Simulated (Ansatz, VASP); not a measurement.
**Two plane-wave programs on ZrB2**

INCAR

```
PREC = Accurate
ENCUT = 520
EDIFF = 1E-7
ISMEAR = -1
SIGMA = 0.05
LREAL = F
LASPH = T
NELM = 60
ALGO = Normal
ISIF = 2
LWAVE = F
LCHARG = F
GGA = PE
NBANDS = 16
```

KPOINTS

```
regular mesh
0
Gamma
  10 10 8
```

Contents of POSCAR:

```
ZrB2
1.0
    3.1700000000      0.0000000000      0.0000000000
   -1.5850000000      2.7453005300      0.0000000000
    0.0000000000      0.0000000000      3.5330000000
Zr B
1 2
Direct
    0.0005520000      0.0210970000     -0.0087420000
    0.6546680000      0.3300410000      0.4957830000
    0.3421360000      0.6650570000      0.5141110000
```

Contents of input.yaml:

```yaml
crystal:
  lattice:
    - [3.17, 0.0, 0.0]
    - [-1.585, 2.74530053, 0.0]
    - [0.0, 0.0, 3.533]
  atoms:
    - { symbol: Zr, position: [0.000552, 0.021097, -0.008742] }
    - { symbol: B, position: [0.654668, 0.330041, 0.495783] }
    - { symbol: B, position: [0.342136, 0.665057, 0.514111] }
hamiltonian:
  xc: pbe
  pseudopotentials: { kind: paw }
kpoints:
  mp_grid: { grid: [10, 10, 8] }
scf:
  occupations: { method: fermi_dirac, width: 0.05 }
output:
  forces: true
  stress: true
  eigenvalues: true
  write_density: true
  write_potential: true
  elf: true
  volumetric_format: npy
```

Change from the starting cell: atoms moved at random, drawn with an rms of 0.05 Å.

Alike in both runs: task single point; functional PBE; k mesh 10 × 10 × 8; occupations fermi-dirac, width 0.05 eV; no spin polarisation.

|  | VASP | Ansatz |
| --- | --- | --- |
| version | VASP 6.6.1 | Ansatz 0.2.0 |
| potentials or method | VASP PAW PBE potentials, release 64 (Zr_sv, B) | Ansatz PAW |
| plane-wave cutoff (eV) | 520 | 420 |
| valence electrons in the cell | 18 | 18 |

```csv
,VASP,Ansatz,Ansatz less VASP
gap on the k mesh at the Fermi level (eV),none,none,-
pressure (GPa),1.9,1.8,-0.15
largest component of the traceless stress (GPa),0.71,0.71,-0.003
rms of the force components (eV/Å),0.608,0.606,-0.0020
```

Atom by atom the forces differ by 0.002 eV/Å (rms over components). A gap of «none» marks a metal or a gap that the smearing closes. With one functional, cell and mesh, what is left measures potentials, basis and numerics.
